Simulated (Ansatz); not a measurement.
# HfN (Fm-3m) in Ansatz: notebook

Runs on HfN. Level: PBE. Tasks: band structure.

All numbers are computed with Ansatz 0.2.0; they aren't measurements. Logs are shortened: lines on timing, memory, paths and dates and some standing lists are left out, and cuts for length are marked.

### Step 1. The crystal as given

It takes space group Fm-3m (No. 225, cubic). Conventional cell: a = 4.512 Å, b = 4.512 Å, c = 4.512 Å, α = 90.00°, β = 90.00°, γ = 90.00°. Hf (site symmetry m-3m) has 6 N at 2.26 Å as nearest neighbours. Around N (site symmetry m-3m) lie 6 Hf at 2.26 Å.

### Step 2. Band structure, PBE

Contents of input.yaml:

```yaml
crystal:
  lattice:
    - [0.0, 2.256, 2.256]
    - [2.256, 0.0, 2.256]
    - [2.256, 2.256, 0.0]
  atoms:
    - { symbol: Hf, position: [0.0, 0.0, 0.0] }
    - { symbol: "N", position: [0.5, 0.5, 0.5] }
kpoints:
  mp_grid: { grid: [8, 8, 8] }
  band_path:
    path:
      - [0.0, 0.0, 0.0]
      - [0.5, 0.0, 0.5]
      - [0.5, 0.25, 0.75]
      - [0.375, 0.375, 0.75]
      - [0.0, 0.0, 0.0]
      - [0.5, 0.5, 0.5]
      - [0.625, 0.25, 0.625]
      - [0.5, 0.25, 0.75]
    npoints: 8
scf:
  occupations: { method: fermi_dirac, width: 0.05 }
hamiltonian:
  xc: pbe
  pseudopotentials: { kind: all_electron, lapw: { basis_error: 0.001 } }
output:
  forces: true
  stress: true
  eigenvalues: true
```

Potentials or basis: all-electron LAPW, scalar-relativistic.

Launch:

```sh
ansatz run input.yaml --threads 1 --pin off --max-ram 3072MiB --backend cpu --events-out ev --progress --plain --runs-dir out
```

Output:

```text
Warning: RAYON_NUM_THREADS=1 ignored (pool sized by the plan → 1); use --threads N
LAPW: plane waves up to 9.495 Å⁻¹, error target 1.0e-3 eV per atom; small_component_spin mean_spin; N in spheres of 0.953 Å, 7 of its electrons in bands, Dirac shells []; Hf in spheres of 1.303 Å, 42 of its electrons in bands, Dirac shells [] (how accurate: hamiltonian.pseudopotentials.lapw.basis_error, Limitations)
Engine: ansatz 0.2.0, x86_64-unknown-linux-gnu
Pseudopotentials: kind: all_electron
Pseudopotential: Hf, LAPW, valence charge 42, lapw/all_electron/scalar/gaussian/Hf, Koelling and Harmon's equation, gaussian nucleus
Pseudopotential: N, LAPW, valence charge 7, lapw/all_electron/scalar/gaussian/N, Koelling and Harmon's equation, gaussian nucleus
Functional definition: PBE
  parameter kappa = 0.804
  parameter beta = 0.06672455060314922
  exchange = pbe_x(kappa = kappa, mu = beta*pi^2/3)
  correlation = pbe_c(beta = beta)
Crystal: 2 atoms, lattice volume = 22.964 Å³
Basis set: ecut = 343.52304700319854 eV, 331 PW (Γ), exchange–correlation at level 2
Bands: 30, of which v1, the nominal top of the filled ones, is band 25 counted from 1 (24 counted from 0)
Symmetry: 48 space group operations
Space group: Fm-3m (ITA 225), of the structure as read, at distance tolerance 2.8e-5 Å
k-points: 29 of 512
Non-local potential: Hf, projectors of the file, none
Non-local potential: N, projectors of the file, none
Initial density: superposition of atomic densities (chi_scale 0.1, normalization cell, long waves kept (reshape's long-wave potential 0.00 eV rms))
Initial wavefunctions: plane waves of lowest kinetic energy (no species holds an atomic orbital)
Functional: x = pbe(κ = 0.804, μ = 0.2195149727645171), c = pbe(β = 0.06672455060314922)
iter 1 solved again at ethr=9.51e-3 eV; its pass at ethr=1.00e-1 eV (dr2=4.66e0 eV) is discarded
SCF iter   1: F=—  HF=-411745.645233 eV  |F-HF|=—  |Δ(HF+E_count)|=         —  Δρ=1.26e-1  dr2=4.66e0  ethr=9.51e-3  ⟨swp⟩=2.0  Hψ=5405  notcnv=0
preconditioner: auto → none  [insulator: Δε(μ)=0.462 eV  Ē_g=19.230 eV  σ=0.050 eV  W_gap=0.64  n_scr=14 (ndim 8)  ℏωp=41.7 eV  f_vac=0.000  D(μ)=1.12/eV (n_scr^D=14)  ε∞_Penn≈5.7]
SCF iter   2: F=—  HF=-411744.707804 eV  |F-HF|=—  |Δ(HF+E_count)|=   9.37e-1  Δρ=7.76e-2  dr2=1.55e0  ethr=9.51e-3  ⟨swp⟩=3.0  Hψ=2606  notcnv=0
iter 3 solved again at ethr=1.52e-4 eV; its pass at ethr=3.15e-3 eV (dr2=7.46e-2 eV) is discarded
SCF iter   3: F=—  HF=-411743.691689 eV  |F-HF|=—  |Δ(HF+E_count)|=    1.02e0  Δρ=1.62e-2  dr2=7.47e-2  ethr=1.52e-4  ⟨swp⟩=2.0  Hψ=4411  notcnv=0
SCF iter   4: F=—  HF=-411743.688554 eV  |F-HF|=—  |Δ(HF+E_count)|=         —  Δρ=2.01e-3  dr2=9.01e-4  ethr=1.52e-4  ⟨swp⟩=2.0  Hψ=2730  notcnv=0
the basis was enlarged: its passes take 332.7 KiB over the memory plan, 1 of 1 planned eigensolver slots
SCF iter   5: F=—  HF=-411743.678761 eV  |F-HF|=—  |Δ(HF+E_count)|=   9.79e-3  Δρ=4.38e-3  dr2=5.88e-3  ethr=1.84e-6  ⟨swp⟩=3.0  Hψ=2668  notcnv=0
SCF iter   6: F=—  HF=-411743.676433 eV  |F-HF|=—  |Δ(HF+E_count)|=   2.33e-3  Δρ=1.89e-4  dr2=5.44e-6  ethr=1.84e-6  ⟨swp⟩=3.0  Hψ=2686  notcnv=0
SCF iter   7: F=—  HF=-411743.676442 eV  |F-HF|=—  |Δ(HF+E_count)|=   8.53e-6  Δρ=4.60e-5  dr2=3.86e-7  ethr=1.11e-8  ⟨swp⟩=2.9  Hψ=2639  notcnv=0
SCF iter   8: F=-411743.676442 eV  HF=-411743.676442 eV  |F-HF|=1.75e-10  |Δ(HF+E_count)|=   3.07e-8  Δρ=3.34e-6  dr2=2.31e-9  ethr=7.87e-10  ⟨swp⟩=2.7  Hψ=2636  notcnv=0
SCF 1 converged in 8 iterations: F = -411743.676442 eV  dr2 = 2.31e-9
NSCF: frozen V_eff on 57 k-points
SCF converged after 8 iterations
Free energy (F): -411743.676442 eV
Harris-Foulkes:  -411743.676442 eV  (|F-HF|=1.75e-10)
Internal energy: -411743.669435 eV  (E = F + TS)
E sigma→0 (E₀):  -411743.672938 eV
Entropy (-TS):   -0.007006 eV (-3.503 meV/atom)
Fermi energy:    24.350232 eV
--- Per-component energies (eV) ---
  E_band       = -4386.860838
  E_kinetic    = 457970.631050
  E_xc         = -8605.584093
  E_electrostatic = -861108.716393  (all electrons and nuclei)
  E_smearing   = -0.007006  (= −TS)
  E_closure    = 0.000000  (closes the sum)
  E_atoms      = -411724.663545  (free atoms, spherical and without spin; not in F)
  Σ components = -411743.676442   (vs F -411743.676442, Δ=0.00e0)
  Basis errors (estimates in eV, not in F): energy 3.3e-4 per atom: plane waves 2.9e-4 (1.6e-4 summed), levels above the bands 9.7e-81, relativity 6.7e-8, radial functions 3.9e-5, core shells 4.9e-7; eigenvalues (radial functions only) 6.0e-6; not estimated: angular momenta, meshes, grids; target (lapw.basis_error) 1.0e-3; muffin-tin radii N 0.953 Å, Hf 1.303 Å
--- Forces (eV/Å), atoms counted from 1 ---
  atom   1  Hf    -0.00000000     0.00000000     0.00000000
  atom   2  N      0.00000000    -0.00000000     0.00000000
  max |Σ_I F_I| component: 1.93e-30 eV/Å
--- Stress (GPa, compression-positive) ---
        6.894143       0.000000      -0.000000
        0.000000       6.894143      -0.000000
       -0.000000      -0.000000       6.894143
  P = ⅓ Tr σ = 6.8941 GPa (68.941 kbar)
--- Band table (eV; the first three rows and the last of 29) ---
  k-point 0: bands = ["-353.3980", "-349.8547", "-349.8547", "-349.8547", "-177.7223", "-177.7223", "-177.7201", "-177.7201", "-177.7201", "-38.3929", "-6.7929", "-6.7929", "-6.7929", "6.8031", "11.6651", "11.6651", "11.6651", "11.6971", "11.7986", "11.7986", "11.7986", "21.4108", "21.4108", "21.4108", "23.9706", "23.9706", "23.9706", "26.1466", "26.3001", "26.3001"]
  k-point 1: bands = ["-353.3980", "-349.8547", "-349.8547", "-349.8547", "-177.7223", "-177.7223", "-177.7201", "-177.7201", "-177.7201", "-38.3838", "-6.9484", "-6.8059", "-6.8059", "7.1479", "11.6696", "11.6781", "11.6781", "11.7050", "11.7878", "11.7878", "11.7990", "20.0753", "20.5979", "20.5979", "24.3033", "24.4703", "24.4703", "27.1809", "27.4113", "27.4113"]
  k-point 2: bands = ["-353.3980", "-349.8547", "-349.8547", "-349.8547", "-177.7223", "-177.7223", "-177.7201", "-177.7201", "-177.7201", "-38.3618", "-7.3036", "-6.8370", "-6.8370", "8.0058", "11.7002", "11.7107", "11.7107", "11.7285", "11.7643", "11.7643", "11.8001", "17.9485", "19.3312", "19.3312", "24.9340", "25.6775", "25.6775", "28.9921", "29.6775", "29.6775"]
  k-point 28: bands = ["-353.3980", "-349.8547", "-349.8547", "-349.8547", "-177.7223", "-177.7223", "-177.7201", "-177.7201", "-177.7201", "-38.3100", "-7.3566", "-7.3566", "-7.1445", "8.4602", "11.7161", "11.7284", "11.7284", "11.7522", "11.7522", "11.7757", "11.8186", "18.1961", "18.8478", "18.8478", "25.4811", "25.4811", "29.8953", "29.9034", "30.5352", "34.8409"]
```

Wall time 13 s (1 thread of Intel Xeon Platinum 8375C at 2.90GHz (Ice Lake), shared host); peak memory 0.34 GiB.

What came out:

```
Free energy             : -411743.6764 eV
Pressure                : 6.9 GPa
Band gap along the path : none (metal or under the smearing width)
```

Levels at the corners of the path, in eV from the Fermi level:
| point | band 23 | band 24 | band 25 | band 26 | band 27 | band 28 |
| --- | --- | --- | --- | --- | --- | --- |
| Γ | -2.94 | -2.94 | -0.38 | -0.38 | -0.38 | 1.80 |
| X | -3.86 | -3.65 | -3.65 | 4.09 | 5.53 | 5.53 |
| W | -5.50 | -5.50 | 1.13 | 1.13 | 5.55 | 5.55 |
| K | -5.56 | -4.96 | -0.85 | 3.87 | 4.46 | 6.04 |
| Γ | -2.94 | -2.94 | -0.38 | -0.38 | -0.38 | 1.80 |
| L | -6.24 | -6.24 | 3.26 | 3.69 | 3.69 | 4.46 |
| U | -5.56 | -4.96 | -0.85 | 3.87 | 4.46 | 6.04 |
| W | -5.50 | -5.50 | 1.13 | 1.13 | 5.55 | 5.55 |

Caveat: the k mesh is thin for a metal, which can move the energy by tens of meV per atom; spin-orbit coupling is left out, which moves the levels of the heavy elements.

### Step 3. Band structure, PBE, spin-orbit coupling, no magnetisation

input.yaml, as its differences from that of step 2:

```diff
@@ -26,2 +26,5 @@
   pseudopotentials: { kind: all_electron, lapw: { basis_error: 0.001 } }
+magnetization:
+  noncollinear: true
+  spin_orbit: true
 output:
```

Potentials or basis: all-electron LAPW, relativistic spinors.

Launch:

```sh
ansatz run input.yaml --threads 1 --pin off --max-ram 3072MiB --backend cpu --events-out ev --progress --plain --runs-dir out
```

It took 87 s on 1 thread of Intel Xeon Platinum 8375C at 2.90GHz (Ice Lake), shared host; peak memory 0.53 GiB.

It converged, with:

```yaml
Free_energy: -412274.7186 eV
Pressure: 6.5 GPa
Band_gap_along_the_path: none (metal or under the smearing width)
```

Levels at the corners of the path, in eV from the Fermi level:
```tsv
point	band 47	band 48	band 49	band 50	band 51	band 52	band 53	band 54
Γ	-2.88	-2.88	-0.47	-0.47	-0.47	-0.47	-0.17	-0.17
X	-3.74	-3.74	-3.46	-3.46	4.10	4.10	5.18	5.18
W	-5.21	-5.21	1.08	1.08	1.21	1.21	5.28	5.28
K	-4.90	-4.90	-0.83	-0.83	3.85	3.85	4.48	4.48
Γ	-2.88	-2.88	-0.47	-0.47	-0.47	-0.47	-0.17	-0.17
L	-6.20	-6.20	3.22	3.22	3.63	3.63	3.86	3.86
U	-4.90	-4.90	-0.83	-0.83	3.85	3.85	4.48	4.48
W	-5.21	-5.21	1.08	1.08	1.21	1.21	5.28	5.28
```

Caveat: the k mesh is thin for a metal, which can move the energy by tens of meV per atom.
